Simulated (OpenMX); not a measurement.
**Moving the volume of the cell in AuZn**

It takes space group Pm-3m (No. 221, cubic). The conventional cell has a = 3.147 Å, b = 3.147 Å, c = 3.147 Å, α = 90.00°, β = 90.00°, γ = 90.00°. Around Au (site symmetry m-3m) lie 8 Zn at 2.73 Å. Zn (site symmetry m-3m) has 8 Au at 2.73 Å as nearest neighbours.

Kept alike: task single point; functional PBE; k mesh 7 × 7 × 7; occupations fermi-dirac, width 0.05 eV; no spin polarisation. Program: OpenMX, OpenMX 2013 PBE set, Au7.0-s3p2d2f1, Zn6.0H-s3p2d2, grid cutoff 500 Ry. The mesh is that of the run's cell of 2 atoms. No spin-orbit coupling.

| volume of cell, f (times the cell shown) | pressure (GPa) | free energy over the lowest row (meV/atom) |
| --- | --- | --- |
| 0.88 | 33.49 | 219.92 |
| 0.92 | 21.96 | 116.12 |
| 0.96 | 13.05 | 48.87 |
| 1 | 6.13 | 12.29 |
| 1.04 | 0.48 | 0.00 |
| 1.08 | -3.75 | 6.69 |

Pressure is positive in compression. The cell shown is the unstrained one; x, y and z are its Cartesian axes; atoms keep their fractions. For a metal such a mesh leaves the last digits unconverged.

The pressure falls from 33.49 to -3.75 GPa between 0.88 and 1.08 times the cell shown. The free energy is lowest at 1.04, and 219.92 meV an atom higher at 0.88.
